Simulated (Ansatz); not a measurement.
Crystal: C.

```
CELL_PARAMETERS angstrom
0.00000 1.78337 1.78337
1.78337 0.00000 1.78337
1.78337 1.78337 0.00000
ATOMIC_POSITIONS crystal
C 0.75000 0.75000 0.75000
C 0.50000 0.50000 0.50000
```

This isn't the form of C at room conditions, which is graphite.

* Program: Ansatz 0.2.0
* Task: relaxation of cell and atoms
* Functional: PBEsol
* Dispersion: D3(BJ)
* Potentials or basis: Ansatz PAW
* Cutoff: 420 eV (not typed: the program's choice for these potentials)
* k mesh: 13 × 13 × 13
* Occupations: fermi-dirac, width 0.05 eV
* Spin: no spin polarisation

At the start: volume 5.67 Å³/atom.

Problem. Where does the relaxation end?

Solution. It ends after 7 steps and the volume is 5.56 Å³/atom (-1.9 %); space group Fd-3m (No. 227, to 0.05 Å).

Step by step:
```csv
step,energy change (eV),largest force (eV/Å),volume (Å³)
1,0.0000,0.0000,11.34
2,-0.0058,0.0000,11.21
3,-0.0071,0.0000,11.13
4,-0.0071,0.0000,11.13
5,-0.0058,0.0000,11.13
6,-0.0059,0.0000,11.13
7,-0.0058,0.0000,11.13
```

Final structure:
```xyz
2
Lattice="0.0000 1.7719 1.7719 1.7719 0.0000 1.7719 1.7719 1.7719 0.0000" Properties=species:S:1:pos:R:3 pbc="T T T"
C     2.6578    2.6578    2.6578
C     1.7719    1.7719    1.7719
```

The cell as given is a measured one (5.67 Å³/atom); PBEsol+D3(BJ) puts the equilibrium volume -1.9 % from it, thermal expansion not counted.

Caveat: the plane-wave basis is chosen anew once the cell has moved, so the energies of steps on either side of that aren't comparable; the pressure holds a Pulay correction of +1.0 GPa for the finite cutoff; the PAW data sets come from PBE, with cores solved anew for the run's functional, which leaves a small shift of forces and pressure.
